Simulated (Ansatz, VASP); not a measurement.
C: VASP beside Ansatz

The input INCAR:

```
  PREC = Accurate
  ENCUT = 520
  EDIFF = 1E-6
  ISMEAR = 0
  SIGMA = 0.1
  LREAL = F
  LASPH = T
  NELM = 150
  ALGO = Normal
  ISIF = 2
  LWAVE = F
  LCHARG = F
  ISPIN = 2
  MAGMOM = 1 1 1
  LORBIT = 11
  GGA = PE
  NBANDS = 17
```

Contents of KPOINTS:

```
regular mesh
0
Gamma
  8 8 6
```

The input POSCAR:

```
C
1.0
    1.1793609005     -4.0129620890      0.0000000000
    1.1793609005      4.0129620890      0.0000000000
    0.0000000000      0.0000000000      3.4202298744
C
3
Direct
    0.5000000000      0.5000000000      0.7990368634
    0.5000000000      0.5000000000      0.2009631366
    0.0000000000      0.0000000000      0.5000000000
```

Input for Ansatz:

```yaml
crystal:
  lattice:
    - [1.1793609005, -4.012962089, 0.0]
    - [1.1793609005, 4.012962089, 0.0]
    - [0.0, 0.0, 3.4202298744]
  atoms:
    - { symbol: C, position: [0.5, 0.5, 0.7990368634], spin: 1.0 }
    - { symbol: C, position: [0.5, 0.5, 0.2009631366], spin: 1.0 }
    - { symbol: C, position: [0.0, 0.0, 0.5], spin: 1.0 }
basis:
  ecutwfc: 420
kpoints:
  mp_grid: { grid: [8, 8, 6] }
hamiltonian:
  xc: pbe
scf:
  occupations: { method: gaussian, width: 0.1 }
  lower_state_search: "off"
output:
  forces: true
  stress: true
  eigenvalues: true
  populations: true
magnetization:
  spin_polarized: true
```

Alike in both runs: task single point; functional PBE; k mesh 8 × 8 × 6; occupations gaussian, width 0.1 eV; collinear spin.

```csv
,VASP,Ansatz
version,VASP 6.6.1,Ansatz 0.2.0
potentials or method,"VASP PAW PBE potentials, release 64 (C)","scalar-relativistic, plane waves, PAW"
plane-wave cutoff (eV),520,420
valence electrons in the cell,12,12
```

```tsv
	VASP	Ansatz	Ansatz less VASP
gap on the k mesh at the Fermi level (eV)	none	none	-
pressure (GPa)	0.3	0.1	-0.20
largest component of the traceless stress (GPa)	0.04	0.24	+0.195
rms of the force components (eV/Å)	0.013	0.000	-0.0127
net moment per atom (μB)	0.00	0.00	0.000
```

Atom by atom the forces differ by 0.013 eV/Å (rms over components). A gap of «none» marks a metal or a gap that the smearing closes. With one functional, cell and mesh, what is left measures potentials, basis and numerics. Ansatz warned: «seeded_moment_not_kept».
